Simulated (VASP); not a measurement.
Runs of VASP 6.6.1 on GaN. It takes space group Fm-3m (No. 225, cubic). The conventional cell has a = 4.270 Å, b = 4.270 Å, c = 4.270 Å, α = 90.00°, β = 90.00°, γ = 90.00°. Around Ga (site symmetry m-3m) lie 6 N at 2.14 Å. N (site symmetry m-3m) is surrounded by 6 Ga at 2.14 Å. Measurements of this composition are mostly on another form, of space group No. 186.

```csv
task,level,spin,k mesh,mesh quality,gap on the mesh (eV),pressure (GPa)
single point,PBE,off,3 × 3 × 3,coarse,2.07,-0.2
dielectric tensor,PBE,off,10 × 10 × 10,not flagged,0.43,-
band structure,r2SCAN,off,10 × 10 × 10,not flagged,(a),-7.4
band structure,PBE,off,10 × 10 × 10,not flagged,0.43,-
```

Alike in all rows: potentials or basis VASP PAW PBE potentials, release 64 (Ga_d, N); cell as given; cutoff (eV) 520; smearing gaussian 0.02 eV.

**Question.** Estimate the missing entries.

**Answer.** (a) 0.92.

Caveats: some runs use coarse meshes; an odd mesh through Γ misses points on the zone boundary, where band edges often lie (some runs); the gap is small at this level, which inflates the dielectric constant (some runs); the PAW data sets were made with another functional, which shifts forces and pressure a little (some runs).

A k mesh can miss the band edges, and the runs leave out spin-orbit coupling on Ga.
